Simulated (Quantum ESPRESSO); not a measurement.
Runs of Quantum ESPRESSO 7.5 on NiO. Symmetry: P6_3mc, No. 186, hexagonal system. The conventional cell has a = 3.226 Å, b = 3.226 Å, c = 5.284 Å, α = 90.00°, β = 90.00°, γ = 120.00°. Ni (site symmetry 3m) has 4 O at 1.98 Å as nearest neighbours. Around O (site symmetry 3m) lie 4 Ni at 1.98 Å. Measurements of this composition are mostly on another form, of space group No. 225.

```csv
start of the occupations,SCF threshold,iterations with occupations held,nosym,gap on the mesh (eV),largest force (eV/Å)
atomic,1.6e-07 Ry,-,-,none,(a)
random1,1e-06 Ry,12,yes,none,0.16
crystal_field,1e-06 Ry,12,yes,none,0.16
random2,1e-06 Ry,12,yes,none,0.17
```

Alike in all rows: task single point; level PBEsol+U; potentials or basis GBRV 1.5 PBEsol; no spin polarisation; Ni d U = 2 eV; cell as given; k mesh 5 × 5 × 3; cutoff (eV) 612; smearing gaussian 0.05 eV; the mesh is coarse, so values aren't converged.

Question: Estimate the missing entries.

Answer: (a) 0.15.

Caveats: all runs use coarse meshes; the run has no spin polarisation, though such a crystal can be magnetic; U without spin polarisation on a metal has little footing.

A gap of «none» marks a metal or a gap under the smearing width.
